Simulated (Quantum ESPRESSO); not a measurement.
# MgS (Niningerite) under changes of volume

One of the cells (17.609 Å³/atom); the others are scaled copies at fixed shape and fractional positions:

```xyz
2
Lattice="0.0000 2.6016 2.6016 2.6016 0.0000 2.6016 2.6016 2.6016 0.0000" Properties=species:S:1:pos:R:3 pbc="T T T"
S     2.6016    2.6016    2.6016
Mg    0.0000    0.0000    0.0000
```

```yaml
Program: Quantum ESPRESSO 7.5
Functional: r2SCAN
Potentials_or_basis: SG15 PBE 1.2
Cutoff: 952 eV
Density_cutoff: 3810 eV
k_mesh: 7 × 7 × 7
Occupations: fermi-dirac, width 0.05 eV
Spin: no spin polarisation
```

| volume (Å³/atom) | energy over the lowest point (meV/atom) | pressure (GPa) | gap on the mesh (eV) |
| --- | --- | --- | --- |
| 16.553 | 21.87 | 6.0 | 3.88 |
| 16.905 | ? | ? | ? |
| 17.257 | 3.22 | 2.0 | 3.79 |
| 17.609 | 0.00 | 0.3 | 3.74 |
| 17.962 | 0.38 | -1.2 | 3.69 |
| 18.314 | 3.97 | -2.6 | 3.65 |
| 18.666 | 10.53 | -3.9 | 3.60 |

Question: What does the run at 16.905 Å³/atom give?

Answer: Energy over the lowest point 10.37 meV/atom; pressure 3.9 GPa; gap on the mesh 3.84 eV.

Worked out: A Birch-Murnaghan fit of order 3 (a polynomial in V^(-2/3)) to the other rows has its minimum at 17.75 Å³/atom with B0 = V·E''(V) = 79 GPa and B' = 3.9. It gives 10.37 meV/atom at 16.905 Å³/atom, against the run's 10.37, and -dE/dV = 4.2 GPa, against 3.9. A straight line through the other rows of the gap, of slope -2.33 eV per unit of ln V, gives 3.83 eV, against the run's 3.84.

Energies are extrapolated to zero smearing.

Caveats: the potentials were made for another functional, which shifts forces and pressure; an odd mesh through Γ misses points on the zone boundary, where band edges often lie.
